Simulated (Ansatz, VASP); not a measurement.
# Au: VASP beside Ansatz

Contents of INCAR:

```
PREC = Accurate
ENCUT = 600
EDIFF = 1E-6
ISMEAR = -1
SIGMA = 0.1
LREAL = F
LASPH = T
NELM = 60
ALGO = Normal
ISIF = 3
LWAVE = F
LCHARG = F
GGA = RP
IBRION = 2
NSW = 80
EDIFFG = -0.01
```

File KPOINTS:

```
Automatic mesh
0
Gamma
  13 13 4
```

POSCAR

```
Au
1.0
    2.8837471341      0.0000000000      0.0000000000
   -1.4418735670      2.4973982762      0.0000000000
    0.0000000000      0.0000000000      9.4183181399
Au
4
Direct
    0.0000000000      0.0000000000      0.0000000000
    0.0000000000      0.0000000000      0.5000000000
    0.3333333333      0.6666666667      0.2500000000
    0.6666666667      0.3333333333      0.7500000000
```

Input for Ansatz:

```yaml
crystal:
  lattice:
    - [2.8837471341, 0.0, 0.0]
    - [-1.441873567, 2.4973982762, 0.0]
    - [0.0, 0.0, 9.4183181399]
  atoms:
    - { symbol: Au, position: [0.0, 0.0, 0.0] }
    - { symbol: Au, position: [0.0, 0.0, 0.5] }
    - { symbol: Au, position: [0.3333333333, 0.6666666667, 0.25] }
    - { symbol: Au, position: [0.6666666667, 0.3333333333, 0.75] }
hamiltonian:
  xc: rpbe
  pseudopotentials:
    kind: paw
    azcp:
      Au: "pseudopotentials/Au.paw.azcp"
basis:
  ecutwfc: 420
  fft_grid_basis: typed
kpoints:
  mp_grid: { grid: [13, 13, 4], shift: [0, 0, 0] }
magnetization:
  spin_polarized: false
scf:
  occupations: { method: fermi_dirac, width: 0.1 }
relax:
  max_steps: 60
  f_tol: 0.01
  cell: {}
```

The cell was built by a generator and needn't be a form met in nature.

Alike in both runs: task relaxation of cell and atoms; functional RPBE; k mesh 13 × 13 × 4; occupations fermi-dirac, width 0.1 eV; no spin polarisation.

|  | VASP | Ansatz |
| --- | --- | --- |
| version | VASP 6.6.1 | Ansatz 0.2.0 |
| potentials or method | VASP PAW PBE potentials, release 64 (Au) | plane waves (420 eV) with PAW, scalar-relativistic |
| plane-wave cutoff (eV) | 600 | 420 |
| valence electrons in the cell | 44 | 76 |

Ansatz gave:

* relaxed volume (Å³/atom): 18.52
* relaxed cell length with the largest relative difference (Å): 9.861
* energy change over the relaxation (meV/atom): -62

Task: Which values does VASP return?

Result: Relaxed volume (Å³/atom): 18.49; relaxed cell length with the largest relative difference (Å): 9.855; energy change over the relaxation (meV/atom): -60.

The two sets of potentials don't hold the same shells in valence.

Caveats: the PAW data sets were made with another functional, which shifts forces and pressure a little (VASP). The runs have no spin-orbit coupling, so splittings on Au are missing.
